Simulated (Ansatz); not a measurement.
Below is a relaxed structure of TaAs. The cell was found from a structure generator's guess, not taken from experiment.

Level of theory: DFT PBE, scalar-relativistic, plane waves, PAW in Ansatz. Cutoff 420 eV, Γ-centred mesh, Gaussian smearing, no spin polarisation.

```cif
data_structure
_symmetry_space_group_name_H-M 'P 1'
_symmetry_Int_Tables_number 1
_cell_length_a 4.1821
_cell_length_b 4.1821
_cell_length_c 6.0431
_cell_angle_alpha 90.000
_cell_angle_beta 90.000
_cell_angle_gamma 90.000
_cell_volume 105.69
loop_
_atom_site_label
_atom_site_type_symbol
_atom_site_fract_x
_atom_site_fract_y
_atom_site_fract_z
_atom_site_occupancy
Ta1 Ta 0.00000 0.00000 0.00000 1
Ta2 Ta 0.50000 0.50000 0.00000 1
As1 As 0.50000 0.00000 0.74459 1
As2 As 0.00000 0.50000 0.25541 1
```

The zero of energy is the elements' standard structures at the same level; no fitted shifts are applied.

Problem. Find its symmetry and describe it.

Solution. P4/nmm (No. 129), the anti-litharge type. Conventional cell: a = 4.182 Å, c = 6.043 Å. Around Ta lie 4 As at 2.60 Å and 4 Ta at 2.96 Å; As has 4 Ta at 2.60 Å.

Problem. How far does it lie from the elements in energy?

Solution. +0.10 eV/atom. It can't be a ground state, since the elements alone are lower.

Problem. Is it a metal?

Solution. Yes, bands cross the Fermi level on the 12×12×8 mesh.

Problem. From what recipe could a structure generator have reached it?

Solution. One such recipe: ordered vacancies on the cation sites of antifluorite (P4/nmm, No. 129). Other recipes can lead to the same cell.

The last run used a 12×12×8 mesh (in the run's order of axes) for its 4-atom cell and Gaussian smearing of 0.10 eV. Weakly bound directions are ill-defined at this level, which has no dispersion term. These runs have no spin–orbit coupling, which can matter for Ta. The reference form of As is held partly by dispersion forces, which this level lacks. A structure relaxed within its symmetry needn't be a true minimum.
